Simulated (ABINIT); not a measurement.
**Converging GW for BAs (F-43m) in ABINIT**

Aim: raise bands and screening cutoff together for BAs (F-43m) and follow gap and time.

Main program and level: ABINIT 10.8.3; LDA and many-body steps on it, plane waves.

**1. The structure**

Symmetry: F-43m, No. 216, cubic system. Conventional cell: a = 4.777 Å, b = 4.777 Å, c = 4.777 Å, α = 90.00°, β = 90.00°, γ = 90.00°. B has 4 As at 2.07 Å nearest. Nearest to As lie 4 B at 2.07 Å. Farther neighbours are not listed.

The cell and positions come from the Crystallography Open Database and are kept as given unless a step says otherwise.

**2. Empty states on the mesh, 6×6×6 mesh, 516 bands**

This step: ABINIT 10.8.3; DFT, LDA, plane waves, norm-conserving pseudopotentials.

The sums over transitions need many empty states on a uniform mesh; this step solves for them.

Contents of run.abi:

```
acell 3*1.0 Angstrom
rprim 
  -0.000000000000 2.388500000000 2.388500000000
  2.388500000000 -0.000000000000 2.388500000000
  2.388500000000 2.388500000000 -0.000000000000
ntypat 2
znucl 5 33
natom 2
typat 1 2
xred 
  0.000000000000 0.000000000000 0.000000000000
  0.250000000000 0.250000000000 0.250000000000
pp_dirpath "pseudos"
pseudos "B.upf, As.upf"
ecut 44
ngkpt 6 6 6
nshiftk 1
shiftk 0 0 0
kptopt 1
chksymbreak 0
irdden 1
istwfk *1
nband 516
prtvol 0
optdriver 6
gwr_task "HDIAGO"
paral_kgb 0
occopt 1
indata_prefix "in"
outdata_prefix "out"
tmpdata_prefix "tmp"
```

Launch:

```sh
$ OMP_NUM_THREADS=1 mpirun -n 4 abinit run.abi > log
```

Log:

```text
.Version 10.8.3 of ABINIT. v10.8.2 released Aug 2026.

 Symmetries : space group F-4 3 m (#216); Bravais cF (face-center cubic)
[... echo of the input left out ...]
== DATASET  1 ==================================================================
-   mpi_nproc: 4, omp_nthreads: 1 (-1 if OMP is not activated)

--- !DatasetInfo
iteration_state: {dtset: 1, }
dimensions: {natom: 2, nkpt: 16, mband: 516, nsppol: 1, nspinor: 1, nspden: 1, mpw: 2637, }
cutoff_energies: {ecut:  44.0, pawecutdg:  -1.0, }
[...]
Indirect band gap semiconductor
 Fundamental gap:     1.238 (eV)
   VBM:     7.764 (eV) at k: [ 0.0000E+00,  0.0000E+00,  0.0000E+00]
   CBM:     9.002 (eV) at k: [ 3.3333E-01,  3.3333E-01,  0.0000E+00]
 Direct gap:         3.259 (eV) at k: [ 0.0000E+00,  0.0000E+00,  0.0000E+00]

== END DATASET(S) ==============================================================
================================================================================

 -outvars: echo values of variables after computation  --------
           etotal      0.0000000000E+00
            nband         516
             nkpt          16
          spgroup         216
 [... the other variables as echoed above ...]

 Calculation completed.
```

Run time: 63 s. Hardware: 4 MPI ranks of Arm Neoverse V1, shared host; peak memory 1.7 GiB.

Numbers from this step:

- gap: 1.238 eV
- k of the valence top: 0, 0, 0
- k of the conduction bottom: 0.3333, 0.3333, 0
- least direct gap: 3.259 eV
- k points computed: 16
- lowest point of the top converged band, above the valence top: 374.8671 eV

On this mesh the gap is 1.238 eV.

The density comes from a self-consistent run that is not shown.

**3. Screening, 6×6×6 mesh, 74 bands, screening to 125.2 eV**

The RPA dielectric matrix is built and inverted for each q.

This step: RPA screening on LDA, plane waves, norm-conserving pseudopotentials.

run.abi: that of step 2 with these lines changed.

```diff
@@ -20,10 +20,11 @@
 chksymbreak 0
-irdden 1
 istwfk *1
-nband 516
-prtvol 0
-optdriver 6
-gwr_task "HDIAGO"
-paral_kgb 0
 occopt 1
+irdwfk 1
+optdriver 3
+nband 74
+ecuteps 4.6
+inclvkb 2
+awtr 1
+symchi 1
 indata_prefix "in"
```

Log:

```text
.Version 10.8.3 of ABINIT. v10.8.2 released Aug 2026.

 Symmetries : space group F-4 3 m (#216); Bravais cF (face-center cubic)
[... echo of the input left out ...]
== DATASET  1 ==================================================================
-   mpi_nproc: 4, omp_nthreads: 1 (-1 if OMP is not activated)

--- !DatasetInfo
iteration_state: {dtset: 1, }
dimensions: {natom: 2, nkpt: 16, mband: 74, nsppol: 1, nspinor: 1, nspden: 1, mpw: 2637, }
cutoff_energies: {ecut:  44.0, pawecutdg:  -1.0, }
electrons: {nelect:   2.60000000E+01, charge:   0.00000000E+00, occopt:   1.00000000E+00, tsmear:   1.00000000E-02, }

 SCREENING: Calculation of the susceptibility and dielectric matrices

 Based on a program developped by R.W. Godby, V. Olevano, G. Onida, and L. Reining.
 Incorporated in ABINIT by V. Olevano, G.-M. Rignanese, and M. Torrent.
.Using double precision arithmetic ; gwpc =  8

[... cell and pseudopotentials left out ...]
--------------------------------------------------------------------------------

 ==== K-mesh for the wavefunctions ====
 Number of points in the irreducible wedge :    16
[... list of points left out ...]
 Together with 24 symmetry operations and time-reversal symmetry
 yields   216 points in the full Brillouin Zone.

 ==== Q-mesh for the screening function ====
 Number of points in the irreducible wedge :    16
[... list of points left out ...]
 Together with 24 symmetry operations and time-reversal symmetry
 yields   216 points in the full Brillouin Zone.

 setmesh: FFT mesh size selected  =    25x   25x   25
          total number of points  =        15625

 vcoul_init : cutoff-mode = AUXILIARY_FUNCTION
 q-points for optical limit:   1
     1)      0.000010    0.000020    0.000030

- screening: taking advantage of time-reversal symmetry
- Maximum band index for partially occupied states nbvw = 13
- Remaining bands to be divided among processors   nbcw = 61
- Number of bands treated by each node ~15

 Number of electrons calculated from density =   26.0000; Expected =   26.0000
 average of density, n =  0.141374
 r_s =    1.1908
 omega_plasma =   36.2695 [eV]

 calculating chi0 at frequencies [eV] :
  1    0.000000E+00    0.000000E+00
  2    0.000000E+00    3.626946E+01

--------------------------------------------------------------------------------
  q-point number  1        q = ( 0.000000, 0.000000, 0.000000) [r.l.u.]
--------------------------------------------------------------------------------
[... chi0 elements left out ...]
 For q-point:  0.000010 0.000020 0.000030
  dielectric constant =  10.6934
  dielectric constant without local fields =  11.6895

  Average fulfillment of the sum rule on Im[epsilon] for q-point    1 :     41.04  [%]
[... wings left out ...]
  q-point number  2        q = ( 0.166667, 0.000000, 0.000000) [r.l.u.]
--------------------------------------------------------------------------------
[... chi0 elements left out ...]
  Average fulfillment of the sum rule on Im[epsilon] for q-point    2 :     49.30  [%]

 [... 14 further q-points ...]
```

Run time: 56 s. Hardware: 4 MPI ranks; peak memory 0.85 GiB.

This step gave:

```
ε∞ with local fields, on this mesh, along the program's q direction : 10.69
the same without local fields                                       : 11.69
plasma frequency                                                    : 36.27 eV
plane waves in the screening matrix                                 : 65
```

Local fields lower ε∞ by 9 %.

**4. 74 bands, 125.2 eV**

The self-energy is evaluated for the states that the input lists, and the levels follow from it, in one-shot runs by the linearised quasiparticle equation.

This step: G0W0 on LDA, plane waves, norm-conserving pseudopotentials.

run.abi: that of step 3 with these lines changed.

```diff
@@ -23,8 +23,21 @@
 irdwfk 1
-optdriver 3
+optdriver 4
 nband 74
+gwcalctyp 0
+ecutsigx 44
+symsigma 1
+nkptgw 4
+kptgw 
+  0.0000000000 0.0000000000 0.0000000000
+  0.3333333333 0.3333333333 0.0000000000
+  0.5000000000 0.0000000000 0.0000000000
+  0.5000000000 0.5000000000 0.0000000000
+bdgw 
+  11 16
+  12 15
+  12 16
+  12 15
 ecuteps 4.6
-inclvkb 2
-awtr 1
-symchi 1
+irdscr 1
+ppmodel 1
 indata_prefix "in"
```

Log:

```text
.Version 10.8.3 of ABINIT. v10.8.2 released Aug 2026.

 Symmetries : space group F-4 3 m (#216); Bravais cF (face-center cubic)
[... echo of the input left out ...]
== DATASET  1 ==================================================================
-   mpi_nproc: 4, omp_nthreads: 1 (-1 if OMP is not activated)

--- !DatasetInfo
iteration_state: {dtset: 1, }
dimensions: {natom: 2, nkpt: 16, mband: 74, nsppol: 1, nspinor: 1, nspden: 1, mpw: 2637, }
cutoff_energies: {ecut:  44.0, pawecutdg:  -1.0, }
electrons: {nelect:   2.60000000E+01, charge:   0.00000000E+00, occopt:   1.00000000E+00, tsmear:   1.00000000E-02, }

 SIGMA: Calculation of the GW corrections

 Based on a program developped by R.W. Godby, V. Olevano, G. Onida, and L. Reining.
 Incorporated in ABINIT by V. Olevano, G.-M. Rignanese, and M. Torrent.
.Using double precision arithmetic ; gwpc =  8

[... cell and pseudopotentials left out ...]
--------------------------------------------------------------------------------

 ==== K-mesh for the wavefunctions ====
 Number of points in the irreducible wedge :    16
[... list of points left out ...]
 Together with 24 symmetry operations and time-reversal symmetry
 yields   216 points in the full Brillouin Zone.

 ==== Q-mesh for screening function ====
 Number of points in the irreducible wedge :    16
[... list of points left out ...]
 Together with 24 symmetry operations and time-reversal symmetry
 yields   216 points in the full Brillouin Zone.

 vcoul_init : cutoff-mode = AUXILIARY_FUNCTION
 q-points for optical limit:   1
     1)      0.000010    0.000020    0.000030
 setmesh: FFT mesh size selected  =    40x   40x   40
          total number of points  =        64000

 Number of electrons calculated from density =   26.0000; Expected =   26.0000
 average of density, n =  0.141374
 r_s =    1.1908
 omega_plasma =   36.2695 [eV]

 === KS Band Gaps ===
  >>>> For spin  1
   Minimum direct gap =   3.2594 [eV], located at k-point      :   0.0000  0.0000  0.0000
   Fundamental gap    =   1.2383 [eV], Top of valence bands at :   0.0000  0.0000  0.0000
                                       Bottom of conduction at :   0.3333  0.3333  0.0000
 SIGMA fundamental parameters:
 PLASMON POLE MODEL  1
 number of plane-waves for SigmaX                 2637
 number of plane-waves for SigmaC and W             65
 number of plane-waves for wavefunctions          2637
 number of bands                                    74
 number of independent spin polarizations            1
 number of spinorial components                      1
 number of k-points in IBZ                          16
 number of q-points in IBZ                          16
 number of symmetry operations                      24
 number of k-points in BZ                          216
 number of q-points in BZ                          216
 number of frequencies for dSigma/dE                 9
 frequency step for dSigma/dE [eV]                0.25
 number of omega for Sigma on real axis              0
 max omega for Sigma on real axis  [eV]           0.00
 zcut for avoiding poles [eV]                     0.10

 EPSILON^-1 parameters (SCR file):
 dimension of the eps^-1 matrix on file             65
 dimension of the eps^-1 matrix used                65
 number of plane-waves for wavefunctions          2637
 number of bands                                    74
 number of q-points in IBZ                          16
 number of frequencies                               2
 number of real frequencies                          1
 number of imag frequencies                          1

 matrix elements of self-energy operator (all in [eV])

 Perturbative Calculation

--- !SelfEnergy_ee
iteration_state: {dtset: 1, }
kpoint     : [   0.000,    0.000,    0.000, ]
spin       : 1
KS_gap     :    3.259
QP_gap     :    4.116
Delta_QP_KS:    0.857
data: !SigmaeeData |
     Band     E0 <VxcDFT>   SigX SigC(E0)      Z dSigC/dE  Sig(E)    E-E0       E
       11   7.764 -14.374 -15.544   0.904   0.807  -0.239 -14.589  -0.214   7.549
       12   7.764 -14.374 -15.544   0.904   0.807  -0.239 -14.589  -0.214   7.549
       13   7.764 -14.374 -15.544   0.904   0.807  -0.239 -14.589  -0.214   7.549
       14  11.023 -13.345  -8.398  -4.152   0.809  -0.236 -12.702   0.643  11.666
       15  11.023 -13.345  -8.398  -4.152   0.809  -0.236 -12.702   0.643  11.666
       16  11.023 -13.345  -8.398  -4.152   0.809  -0.236 -12.702   0.643  11.666

--- !SelfEnergy_ee
iteration_state: {dtset: 1, }
kpoint     : [   0.333,    0.333,    0.000, ]
spin       : 1
KS_gap     :    4.687
QP_gap     :    5.486
Delta_QP_KS:    0.799
data: !SigmaeeData |
     Band     E0 <VxcDFT>   SigX SigC(E0)      Z dSigC/dE  Sig(E)    E-E0       E
[...]
--- !SelfEnergy_ee
iteration_state: {dtset: 1, }
kpoint     : [   0.500,    0.000,    0.000, ]
spin       : 1
KS_gap     :    4.491
QP_gap     :    5.321
Delta_QP_KS:    0.830
data: !SigmaeeData |
     Band     E0 <VxcDFT>   SigX SigC(E0)      Z dSigC/dE  Sig(E)    E-E0       E
[...]
--- !SelfEnergy_ee
iteration_state: {dtset: 1, }
kpoint     : [   0.500,    0.500,    0.000, ]
spin       : 1
KS_gap     :    5.416
QP_gap     :    6.305
Delta_QP_KS:    0.889
data: !SigmaeeData |
     Band     E0 <VxcDFT>   SigX SigC(E0)      Z dSigC/dE  Sig(E)    E-E0       E
[...]
13   3.694 -13.318 -16.213   2.302   0.793  -0.261 -13.788  -0.470   3.224
       14   9.110 -11.691  -7.122  -4.057   0.820  -0.220 -11.272   0.419   9.529
       15   9.205 -11.418  -7.020  -4.050   0.816  -0.225 -11.134   0.284   9.489

== END DATASET(S) ==============================================================
================================================================================

 -outvars: echo values of variables after computation  --------
           etotal      0.0000000000E+00
            nband          74
             nkpt          16
          spgroup         216
 [... the other variables as echoed above ...]

 Calculation completed.
```

Wall time 8.4 s (4 MPI ranks); peak memory 0.83 GiB; 33 s of CPU time.

This step gave:

```
G0W0 gap on the mesh                         : 1.825 eV
starting gap on the mesh                     : 1.238 eV
k of the valence top                         : 0, 0, 0
k of the conduction bottom                   : 0.3333, 0.3333, 0
Z at the valence top                         : 0.807
Z at the conduction bottom                   : 0.816
least direct G0W0 gap on the computed points : 4.117 eV
```

The gap on the mesh goes from 1.24 eV to 1.83 eV, a correction of +0.59 eV.

**5. Screening, 6×6×6 mesh, 111 bands, screening to 170.3 eV**

This step: RPA screening on LDA, plane waves, norm-conserving pseudopotentials.

run.abi: that of step 4 with these lines changed.

```diff
@@ -23,21 +23,8 @@
 irdwfk 1
-optdriver 4
-nband 74
-gwcalctyp 0
-ecutsigx 44
-symsigma 1
-nkptgw 4
-kptgw 
-  0.0000000000 0.0000000000 0.0000000000
-  0.3333333333 0.3333333333 0.0000000000
-  0.5000000000 0.0000000000 0.0000000000
-  0.5000000000 0.5000000000 0.0000000000
-bdgw 
-  11 16
-  12 15
-  12 16
-  12 15
-ecuteps 4.6
-irdscr 1
-ppmodel 1
+optdriver 3
+nband 111
+ecuteps 6.26
+inclvkb 2
+awtr 1
+symchi 1
 indata_prefix "in"
```

Log:

```text
.Version 10.8.3 of ABINIT. v10.8.2 released Aug 2026.

 Symmetries : space group F-4 3 m (#216); Bravais cF (face-center cubic)
[... echo of the input left out ...]
== DATASET  1 ==================================================================
-   mpi_nproc: 4, omp_nthreads: 1 (-1 if OMP is not activated)

--- !DatasetInfo
iteration_state: {dtset: 1, }
dimensions: {natom: 2, nkpt: 16, mband: 111, nsppol: 1, nspinor: 1, nspden: 1, mpw: 2637, }
cutoff_energies: {ecut:  44.0, pawecutdg:  -1.0, }
electrons: {nelect:   2.60000000E+01, charge:   0.00000000E+00, occopt:   1.00000000E+00, tsmear:   1.00000000E-02, }

 SCREENING: Calculation of the susceptibility and dielectric matrices

 Based on a program developped by R.W. Godby, V. Olevano, G. Onida, and L. Reining.
 Incorporated in ABINIT by V. Olevano, G.-M. Rignanese, and M. Torrent.
.Using double precision arithmetic ; gwpc =  8

[... cell and pseudopotentials left out ...]
--------------------------------------------------------------------------------

 ==== K-mesh for the wavefunctions ====
 Number of points in the irreducible wedge :    16
[... list of points left out ...]
 Together with 24 symmetry operations and time-reversal symmetry
 yields   216 points in the full Brillouin Zone.

 ==== Q-mesh for the screening function ====
 Number of points in the irreducible wedge :    16
[... list of points left out ...]
 Together with 24 symmetry operations and time-reversal symmetry
 yields   216 points in the full Brillouin Zone.

 setmesh: FFT mesh size selected  =    25x   25x   25
          total number of points  =        15625

 vcoul_init : cutoff-mode = AUXILIARY_FUNCTION
 q-points for optical limit:   1
     1)      0.000010    0.000020    0.000030

- screening: taking advantage of time-reversal symmetry
- Maximum band index for partially occupied states nbvw = 13
- Remaining bands to be divided among processors   nbcw = 98
- Number of bands treated by each node ~24

 Number of electrons calculated from density =   26.0000; Expected =   26.0000
 average of density, n =  0.141374
 r_s =    1.1908
 omega_plasma =   36.2695 [eV]

 calculating chi0 at frequencies [eV] :
  1    0.000000E+00    0.000000E+00
  2    0.000000E+00    3.626946E+01

--------------------------------------------------------------------------------
  q-point number  1        q = ( 0.000000, 0.000000, 0.000000) [r.l.u.]
--------------------------------------------------------------------------------
[... chi0 elements left out ...]
 For q-point:  0.000010 0.000020 0.000030
  dielectric constant =  10.6758
  dielectric constant without local fields =  11.6969

  Average fulfillment of the sum rule on Im[epsilon] for q-point    1 :     50.79  [%]
[... wings left out ...]
  q-point number  2        q = ( 0.166667, 0.000000, 0.000000) [r.l.u.]
--------------------------------------------------------------------------------
[... chi0 elements left out ...]
  Average fulfillment of the sum rule on Im[epsilon] for q-point    2 :     60.07  [%]

 [... 14 further q-points ...]
```

Run time: 1.8 min. Hardware: 4 MPI ranks; peak memory 1 GiB.

Numbers from this step:

```
ε∞ with local fields, on this mesh, along the program's q direction : 10.68
the same without local fields                                       : 11.70
plasma frequency                                                    : 36.27 eV
plane waves in the screening matrix                                 : 137
```

(Continued in part 2 of 2.)

[Paths, hosts, dates, memory and timing lines, banners, echoed tables and standing remarks are left out of the program output.]

[Logs are printed without paths, hosts, clocks, repeated set-up lines and the standing remarks that a program may print on its own settings, such as how far it seeks lower states.]

[Runs of the session that timed out or met a known fault of the program may be left out.]

[Hosts, paths, dates, database ids (printed as entryN), source tags and the programs' standing remarks are cut or masked in the printed files.]

[G0W0 gaps are taken among the corrected bands and points alone; a level outside them can change the order at an edge.]

[Where Ansatz stands beside ABINIT at settings called matched, ABINIT's density can come from a denser mesh and the files from another edition; pairs whose starting gaps differed by over 0.03 eV were left out, so agreement reads better than it is.]
